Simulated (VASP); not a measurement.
# Mg3Sb2 (P-3m1) in VASP: a series of runs, part 3 of 3

VASP 6.6.1.

### Step 5. Band structure, PBE, spin-orbit coupling, no magnetisation

Input file INCAR:

```
SYSTEM = Mg3Sb2
PREC     = Accurate       ! precision mode
ENCUT    = 520            ! plane-wave cutoff, eV
EDIFF    = 1E-7           ! SCF threshold, eV
ISMEAR   = 0              ! smearing method
SIGMA    = 0.03           ! smearing width, eV
LREAL    = .False.        ! projectors in reciprocal space
LASPH    = .True.         ! aspherical terms in the spheres
NELM     = 80             ! most SCF steps
ALGO     = Fast           ! electronic algorithm
ISIF     = 2              ! what is computed and relaxed
LWAVE    = .False.        ! write WAVECAR
LCHARG   = .False.        ! write CHGCAR
MAGMOM   = 0 0 0 0 0 0 0 0 0 0 0 0 0 0 0 ! initial moments
LORBIT   = 11             ! projections on sites
LSORBIT  = .True.         ! spin-orbit coupling
GGA_COMPAT= .False.      
GGA      = PE             ! functional
NBANDS   = 31             ! bands
```

Input file KPOINTS:

```
Automatic mesh
0
Gamma
  6 6 3
  0 0 0
```

Input file POSCAR:

```
Mg3Sb2                                  
1.0
    4.5546491326     -0.0000000000      0.0000000000
   -2.2773245663      3.9444418541     -0.0000000000
    0.0000000000      0.0000000000      7.1860071754
  Mg              Sb            
     3     2
Direct
     0.3333333332999970    0.6666666667000030    0.6325098387269918
     0.6666666667000030    0.3333333332999970    0.3674901612730081
     1.0000000000000000    0.0000000000000000    0.0000000000000000
     0.3333333332999970    0.6666666667000030    0.2237411491358341
     0.6666666667000030    0.3333333332999970    0.7762588508641659
```

KPOINTS_OPT is that of step 4.

Potentials or basis: VASP PAW PBE potentials, release 64 (Mg, Sb).

Started as:

```sh
cat potpaw_PBE.64/Mg/POTCAR potpaw_PBE.64/Sb/POTCAR > POTCAR
mpirun -np 1 vasp_ncl > vasp.out
```

OUTCAR:

```text
SYSTEM = Mg3Sb2
   PREC = Accurate
   ENCUT = 520
   EDIFF = 1E-7
   ISMEAR = 0
   LREAL = .False.
   LASPH = .True.
   NELM = 80
   ISIF = 2
   LORBIT = 11
   LSORBIT = .True.
   GGA = PE

 ion  position               nearest neighbor table
   1  0.333  0.667  0.633-   5 2.83   5 2.83   5 2.83   4 2.94   2 3.25   2 3.25   2 3.25
   2  0.667  0.333  0.367-   4 2.83   4 2.83   4 2.83   5 2.94   1 3.25   1 3.25   1 3.25
   3  0.000  0.000  0.000-   4 3.08   5 3.08   4 3.08   5 3.08   5 3.08   4 3.08
   4  0.333  0.667  0.224-   2 2.83   2 2.83   2 2.83   1 2.94   3 3.08   3 3.08   3 3.08
   5  0.667  0.333  0.776-   1 2.83   1 2.83   1 2.83   2 2.94   3 3.08   3 3.08   3 3.08

  LATTYP: Found a hexagonal cell.
 ALAT       =     4.5546491326
 C/A-ratio  =     1.5777301316

  Lattice vectors:

 A1 = (   4.5546491326,   0.0000000000,   0.0000000000)
 A2 = (  -2.2773245663,   3.9444418541,   0.0000000000)
 A3 = (   0.0000000000,   0.0000000000,   7.1860071754)

Analysis of symmetry for initial positions (statically):
=====================================================================
 Subroutine PRICEL returns:
 Original cell was already a primitive cell.

 Routine SETGRP: Setting up the symmetry group for a
 hexagonal supercell.

 Subroutine GETGRP returns: Found 12 space group operations
 (whereof 12 operations were pure point group operations)
 out of a pool of 24 trial point group operations.

The static configuration has the point symmetry D_3d.

Analysis of symmetry for dynamics (positions and initial velocities):
=====================================================================
 Subroutine PRICEL returns:
 Original cell was already a primitive cell.

 Routine SETGRP: Setting up the symmetry group for a
 hexagonal supercell.

 Subroutine GETGRP returns: Found 12 space group operations
 (whereof 12 operations were pure point group operations)
 out of a pool of 24 trial point group operations.

The dynamic configuration has the point symmetry D_3d.

Analysis of structural, dynamic, and magnetic symmetry:
=====================================================================
 Subroutine PRICEL returns:
 Original cell was already a primitive cell.

 Routine SETGRP: Setting up the symmetry group for a
 hexagonal supercell.

 Subroutine GETGRP returns: Found 12 space group operations
 (whereof 12 operations were pure point group operations)
 out of a pool of 24 trial point group operations.

The overall configuration has the point symmetry D_3d.

 Subroutine INISYM returns: Found 12 space group operations
 (whereof 12 operations are pure point group operations),
 and found     1 'primitive' translations

----------------------------------------------------------------------------------------

                                     Primitive cell

  volume of cell :     129.1006

  direct lattice vectors                    reciprocal lattice vectors
[... 141 lines left out ...]
 E-fermi :   4.7864     XC(G=0):  -8.8451

 val. band max:        4.7546421067   @ k =   0.0000   0.0000   0.0000
 cond. band min:       4.8360125710   @ k =   0.5000   0.0000   0.3333
 fundamental gap:      0.0813704643
 Fermi energy:         4.7863673351

 k-point     1 :       0.0000    0.0000    0.0000
  band No.  band energies     occupation
      1      -5.7782      1.00000
      2      -5.7782      1.00000
      3      -4.4724      1.00000
      4      -4.4724      1.00000
      5      -0.4012      1.00000
      6      -0.4012      1.00000
[... 516 lines left out ...]
     27       9.5314      0.00000
     28       9.5314      0.00000
 [bands above 28 left out]

------------------------ aborting loop because EDIFF is reached ----------------------------------------

  FORCE on cell =-STRESS in cart. coord.  units (eV):
  Direction    XX          YY          ZZ          XY          YZ          ZX
  --------------------------------------------------------------------------------------
  -------------------------------------------------------------------------------------
  Total        1.1099811      1.1099811      1.1408268      0.0000000      0.0000000      0.0000000
  in kB       13.7752044     13.7752044     14.1580082      0.0000000      0.0000000      0.0000000
  external PRESSURE =      13.9028057 kB  Pullay stress =       0.0000000 kB

 VOLUME and BASIS-vectors are now :
 -----------------------------------------------------------------------------
  energy-cutoff  :      520.00
  volume of cell :      129.10
      direct lattice vectors                 reciprocal lattice vectors
     4.554649133  0.000000000  0.000000000     0.219555880  0.126760647  0.000000000
    -2.277324566  3.944441854  0.000000000     0.000000000  0.253521293  0.000000000
     0.000000000  0.000000000  7.186007175     0.000000000  0.000000000  0.139159338

 POSITION                                       TOTAL-FORCE (eV/Angst)
 -----------------------------------------------------------------------------------
     -0.00000      2.62963      4.54522         0.000000      0.000000     -0.020019
      2.27732      1.31481      2.64079        -0.000000      0.000000      0.020019
      0.00000      0.00000      0.00000         0.000000      0.000000      0.000000
     -0.00000      2.62963      1.60781        -0.000000      0.000000      0.012504
      2.27732      1.31481      5.57820        -0.000000     -0.000000     -0.012504
 -----------------------------------------------------------------------------------
    total drift:                                0.000000      0.000000      0.000000

  FREE ENERGIE OF THE ION-ELECTRON SYSTEM (eV)
  ---------------------------------------------------
  free  energy   TOTEN  =       -14.7185148308 eV

  energy  without entropy=      -14.7183917371  energy(sigma->0) =      -14.71845328

 Spin-Orbit-Coupling matrix elements

 Ion:    1  E_soc:     -0.0001341
 l=   1
     0.0000000    -0.0000239    -0.0000192
    -0.0000239     0.0000000    -0.0000239
    -0.0000192    -0.0000239     0.0000000
 l=   2
     0.0000000     0.0000000     0.0000000     0.0000000    -0.0000001
     0.0000000     0.0000000    -0.0000000     0.0000000     0.0000000
     0.0000000    -0.0000000     0.0000000    -0.0000000     0.0000000
     0.0000000     0.0000000    -0.0000000     0.0000000     0.0000000
    -0.0000001     0.0000000     0.0000000     0.0000000     0.0000000
 l=   3
     0.0000000     0.0000000     0.0000000     0.0000000     0.0000000     0.0000000     0.0000000
     0.0000000     0.0000000     0.0000000     0.0000000     0.0000000     0.0000000     0.0000000
     0.0000000     0.0000000     0.0000000     0.0000000     0.0000000     0.0000000     0.0000000
     0.0000000     0.0000000     0.0000000     0.0000000     0.0000000     0.0000000     0.0000000
[... 69 lines left out ...]
 l=   2
     0.0000000    -0.0000124     0.0000000    -0.0000124    -0.0000400
    -0.0000124     0.0000000    -0.0000353    -0.0000142    -0.0000124
     0.0000000    -0.0000353     0.0000000    -0.0000353     0.0000000
    -0.0000124    -0.0000142    -0.0000353     0.0000000    -0.0000124
    -0.0000400    -0.0000124     0.0000000    -0.0000124     0.0000000
 l=   3
     0.0000000     0.0000000     0.0000000     0.0000000     0.0000000     0.0000000     0.0000000
     0.0000000     0.0000000     0.0000000     0.0000000     0.0000000     0.0000000     0.0000000
     0.0000000     0.0000000     0.0000000     0.0000000     0.0000000     0.0000000     0.0000000
     0.0000000     0.0000000     0.0000000     0.0000000     0.0000000     0.0000000     0.0000000
     0.0000000     0.0000000     0.0000000     0.0000000     0.0000000     0.0000000     0.0000000
     0.0000000     0.0000000     0.0000000     0.0000000     0.0000000     0.0000000     0.0000000
     0.0000000     0.0000000     0.0000000     0.0000000     0.0000000     0.0000000     0.0000000

 total charge

# of ion       s       p       d       tot
------------------------------------------
    1        0.183   0.135   0.024   0.342
    2        0.183   0.135   0.024   0.342
    3        0.151   0.102   0.020   0.274
    4        1.118   1.425   0.012   2.555
    5        1.118   1.425   0.012   2.555
--------------------------------------------------
tot          2.754   3.222   0.092   6.068

 magnetization (x)

# of ion       s       p       d       tot
------------------------------------------
    1        0.000  -0.000   0.000   0.000
    2        0.000   0.000  -0.000  -0.000
    3        0.000   0.000   0.000   0.000
    4        0.000   0.000   0.000   0.000
    5        0.000   0.000   0.000   0.000
--------------------------------------------------
tot          0.000  -0.000  -0.000   0.000

 magnetization (y)

# of ion       s       p       d       tot
------------------------------------------
    1        0.000   0.000   0.000   0.000
    2        0.000   0.000   0.000   0.000
    3       -0.000   0.000   0.000  -0.000
    4        0.000  -0.000   0.000  -0.000
    5       -0.000   0.000  -0.000  -0.000
--------------------------------------------------
tot         -0.000  -0.000  -0.000  -0.000

 magnetization (z)

# of ion       s       p       d       tot
------------------------------------------
    1        0.000   0.000   0.000   0.000
    2        0.000   0.000   0.000   0.000
    3       -0.000  -0.000   0.000  -0.000
    4        0.000   0.000   0.000   0.000
    5        0.000   0.000   0.000   0.000
--------------------------------------------------
tot         -0.000  -0.000   0.000  -0.000
```

It took 11 min on 1 thread of Intel Xeon 6975P-C (Granite Rapids), shared host; peak memory 0.55 GiB.

What came out:

```
Free energy                                           : -14.7185 eV
Pressure                                              : 1.4 GPa
Largest force                                         : 0.020 eV/Å
Valence electrons inside the program's atomic spheres : Mg 0.34, 0.27; Sb 2.56
```

Forces in eV/Å, atoms in the order of the input:
```
Mg   0.000  0.000 -0.020
Mg   0.000  0.000  0.020
Mg   0.000  0.000  0.000
Sb   0.000  0.000  0.013
Sb   0.000  0.000 -0.013
```

### Step 6. Band structure, TB-mBJ

POSCAR is that of step 5.

Input file INCAR.step1:

```
SYSTEM = Mg3Sb2
PREC     = Accurate       ! precision mode
ENCUT    = 520            ! plane-wave cutoff, eV
EDIFF    = 1E-5           ! SCF threshold, eV
ISMEAR   = 0              ! smearing method
SIGMA    = 0.03           ! smearing width, eV
LREAL    = .False.        ! projectors in reciprocal space
LASPH    = .True.         ! aspherical terms in the spheres
NELM     = 80             ! most SCF steps
ALGO     = Normal         ! electronic algorithm
ISIF     = 2              ! what is computed and relaxed
LWAVE    = .True.         ! write WAVECAR
LCHARG   = .False.        ! write CHGCAR
NBANDS   = 16             ! bands
GGA      = PE             ! functional
```

Input file INCAR.step2:

```
SYSTEM = Mg3Sb2
PREC     = Accurate       ! precision mode
ENCUT    = 520            ! plane-wave cutoff, eV
EDIFF    = 1E-7           ! SCF threshold, eV
ISMEAR   = 0              ! smearing method
SIGMA    = 0.03           ! smearing width, eV
LREAL    = .False.        ! projectors in reciprocal space
LASPH    = .True.         ! aspherical terms in the spheres
NELM     = 80             ! most SCF steps
ALGO     = Normal         ! electronic algorithm
ISIF     = 2              ! what is computed and relaxed
LWAVE    = .False.        ! write WAVECAR
LCHARG   = .False.        ! write CHGCAR
METAGGA  = MBJ            ! meta-GGA
NBANDS   = 16             ! bands
ISTART   = 1
```

Input file KPOINTS:

```
Automatic mesh
0
Gamma
  9 9 5
  0 0 0
```

KPOINTS_OPT is that of step 5.

Potentials or basis: VASP PAW PBE potentials, release 64 (Mg, Sb).

Started as:

```sh
cat potpaw_PBE.64/Mg/POTCAR potpaw_PBE.64/Sb/POTCAR > POTCAR
cp INCAR.step1 INCAR
mpirun -np 1 vasp_std > vasp.out
cp INCAR.step2 INCAR
mpirun -np 1 vasp_std > vasp.out
```

It took 4 min on 1 thread of Intel Xeon 6975P-C (Granite Rapids), shared host; peak memory 0.38 GiB.

The run converged. Its results:

| Item | Value |
| --- | --- |
| Band gap on the k mesh | 0.65 eV, indirect (least direct gap 1.67 eV) |
| Band gap along the path | 0.67 eV, indirect (least direct gap 1.67 eV) |

Levels at the corners of the path, in eV from the valence-band top:
| point | band 6 | band 7 | band 8 | band 9 | band 10 | band 11 |
| --- | --- | --- | --- | --- | --- | --- |
| Γ | -0.44 | -0.44 | 0.00 | 1.67 | 1.74 | 3.35 |
| M | -2.29 | -2.07 | -0.92 | 0.75 | 2.37 | 2.48 |
| M | -2.29 | -2.07 | -0.92 | 0.75 | 2.37 | 2.48 |
| K | -2.49 | -2.49 | -2.47 | 0.69 | 4.44 | 4.46 |
| K | -2.49 | -2.49 | -2.47 | 0.69 | 4.44 | 4.46 |
| Γ | -0.44 | -0.44 | 0.00 | 1.67 | 1.74 | 3.35 |
| Γ | -0.44 | -0.44 | 0.00 | 1.67 | 1.74 | 3.35 |
| A | -0.80 | -0.79 | -0.79 | 2.21 | 2.34 | 3.00 |
| A | -0.80 | -0.79 | -0.79 | 2.21 | 2.34 | 3.00 |
| L | -1.60 | -1.58 | -1.50 | 0.89 | 1.73 | 2.10 |
| L | -1.60 | -1.58 | -1.50 | 0.89 | 1.73 | 2.10 |
| H | -3.22 | -0.97 | -0.97 | 2.15 | 2.15 | 2.91 |
| H | -3.22 | -0.97 | -0.97 | 2.15 | 2.15 | 2.91 |
| A | -0.80 | -0.79 | -0.79 | 2.21 | 2.34 | 3.00 |
| L | -1.60 | -1.58 | -1.50 | 0.89 | 1.73 | 2.10 |
| M | -2.29 | -2.07 | -0.92 | 0.75 | 2.37 | 2.48 |
| K | -2.49 | -2.49 | -2.47 | 0.69 | 4.44 | 4.46 |
| H | -3.22 | -0.97 | -0.97 | 2.15 | 2.15 | 2.91 |

Caveat: the PAW data sets were made with another functional, which shifts forces and pressure a little; spin-orbit coupling is left out, which moves the levels of the heavy elements.

### Step 7. The runs side by side

```csv
level,potentials or basis,spin,k mesh,gap on the mesh (eV),pressure (GPa),largest force (eV/Å)
PBE,"VASP PAW PBE potentials, release 64 (Mg, Sb)",off,9 × 9 × 5,0.16,1.4,0.02
LDA,"VASP PAW LDA potentials, release 64 (Mg, Sb)",off,9 × 9 × 5,0.11,-1.7,0.09
r2SCAN,"VASP PAW PBE potentials, release 64 (Mg, Sb)",off,9 × 9 × 5,0.52,0.5,0.19
PBE,"VASP PAW PBE potentials, release 64 (Mg, Sb)","SOC, no magnetisation",6 × 6 × 3,-,1.4,0.02
TB-mBJ,"VASP PAW PBE potentials, release 64 (Mg, Sb)",off,9 × 9 × 5,0.65,-,-
```

Alike in all rows: task band structure; cell as given; cutoff (eV) 520; smearing gaussian 0.03 eV.

Caveats: spin-orbit coupling is left out, which moves the levels of the heavy elements (some runs); the PAW data sets were made with another functional, which shifts forces and pressure a little (some runs).

Absolute energies hang on the potentials; compare differences alone.
